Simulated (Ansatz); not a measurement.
A calculation with Ansatz 0.2.0 of GaCo (native input, structure typed inline):

Contents of input.yaml:

```yaml
crystal:
  lattice:
    - [2.878, 0.0, 0.0]
    - [0.0, 2.878, 0.0]
    - [0.0, 0.0, 2.878]
  atoms:
    - { symbol: Ga, position: [0.5, 0.5, 0.5] }
    - { symbol: Co, position: [0.0, 0.0, 0.0], spin: 2.0 }
hamiltonian:
  xc: pbesol
  pseudopotentials: { kind: paw, source: jth, xc_functional: pbe }
  dispersion: d3bj
magnetization:
  spin_polarized: true
kpoints:
  mp_grid: { grid: [9, 9, 9] }
  band_path:
    path:
      - [[0.0, 0.0, 0.0], [0.0, 0.5, 0.0], [0.5, 0.5, 0.0], [0.0, 0.0, 0.0], [0.5, 0.5, 0.5], [0.0, 0.5, 0.0]]
      - [[0.5, 0.5, 0.0], [0.5, 0.5, 0.5]]
    npoints: 14
scf:
  occupations: { method: fermi_dirac, width: 0.05 }
  n_extra_bands: 6
output:
  forces: true
  stress: true
  eigenvalues: true
  fatbands: true
  write_density: true
  write_potential: true
  elf: true
  volumetric_format: npy
```

Potentials or basis: JTH PAW.

Run with:

```sh
$ ansatz run input.yaml --threads 2 --pin off --max-ram 5120MiB --backend cpu --events-out ev --progress --plain --runs-dir out
```

Q: Write the same calculation in another form: ASE script, structure from a P1 CIF.

A: As run:

File run.py:

```python
import json

import ase.io
import numpy as np

import ansatz as az

atoms = ase.io.read("GaCo.cif")
atoms.info.pop("occupancy", None)
atoms.set_initial_magnetic_moments([0.0, 2.0])

calculation = (
    az.Crystal.from_ase(atoms)
    .calculation()
    .kpoints(9, 9, 9)
    .functional("pbesol", dispersion="d3bj")
    .pseudopotentials(kind="paw", source="jth", xc_functional="pbe")
    .spin("collinear")
    .scf(extra_bands=6)
    .occupations(method="fermi_dirac", width=0.05)
    .band_structure(path=(((0.0, 0.0, 0.0), (0.0, 0.5, 0.0), (0.5, 0.5, 0.0), (0.0, 0.0, 0.0), (0.5, 0.5, 0.5),
        (0.0, 0.5, 0.0)), ((0.5, 0.5, 0.0), (0.5, 0.5, 0.5))), intervals=14)
    .density()
    .potential()
    .output_files(volumetric_format="npy")
    .fat_bands()
    .electron_localization_function()
    .forces()
    .stress()
    .band_table(publish=True)
)
outcome = calculation.run(threads=2, events_out="events.jsonl")

report = outcome.report
for line in open("events.jsonl"):
    event = json.loads(line)
    if event["event"] == "scf_iter":
        d = event["data"]
        print(f"SCF {d['iter']:3d}  HF = {d['harris_foulkes_ev']:.6f} eV  dr2 = {d['dr2_ev']:.2e} eV")
    elif event["event"] in ("relax_step", "md_step"):
        d = event["data"]
        print(f"{event['event']} {d['step']:3d}  E = {d['lagrangian_ev']:.6f} eV")
np.set_printoptions(precision=5, suppress=True, linewidth=110)
print("converged:", report["converged"], "after", report["n_iterations"], "iterations")
print(f"free energy {report['free_energy_ev']:.6f} eV, Fermi level {report['fermi_energy_ev']:.4f} eV")
for key in ("band_edges_ev", "magnetization_mub", "site_moments_mub", "site_moments_nc_mub", "forces_ev_ang",
                "stress_gpa", "kpoints_frac", "eigenvalues_ev"):
    if report.get(key) is not None:
        print(key, np.array(report[key]), sep="\n")
```

File GaCo.cif:

```cif
data_GaCo
_cell_length_a 2.87800000
_cell_length_b 2.87800000
_cell_length_c 2.87800000
_cell_angle_alpha 90.00000000
_cell_angle_beta 90.00000000
_cell_angle_gamma 90.00000000
_space_group_name_H-M_alt 'P1'
_space_group_name_Hall 'P 1'
_space_group_IT_number 1
loop_
_space_group_symop_operation_xyz
'x,y,z'
loop_
_atom_site_label
_atom_site_type_symbol
_atom_site_symmetry_multiplicity
_atom_site_Wyckoff_symbol
_atom_site_fract_x
_atom_site_fract_y
_atom_site_fract_z
_atom_site_occupancy
Ga1 Ga 1 a 0.5000000000 0.5000000000 0.5000000000 1
Co1 Co 1 a 0.0000000000 0.0000000000 0.0000000000 1
```

Potentials or basis: JTH PAW.

Command:

```console
$ python run.py
```

Both were run:

|  | native input, structure typed inline | ASE script, structure from a P1 CIF |
| --- | --- | --- |
| Pressure | -12.5 GPa | -12.5 GPa |
| Band gap on the k mesh | none (metal or under the smearing width) | none (metal or under the smearing width) |
| Net moment | 0.00 μB per cell | 0.00 μB per cell |
| Absolute moment | 0.00 μB per cell | 0.00 μB per cell |

Keys that steer only the numerical path or the files written may differ.

Caveat: the starting moments collapsed, and a magnetic state may lie lower; pairwise dispersion overbinds metals, which lowers pressure and volume; the starting moments weren't kept.
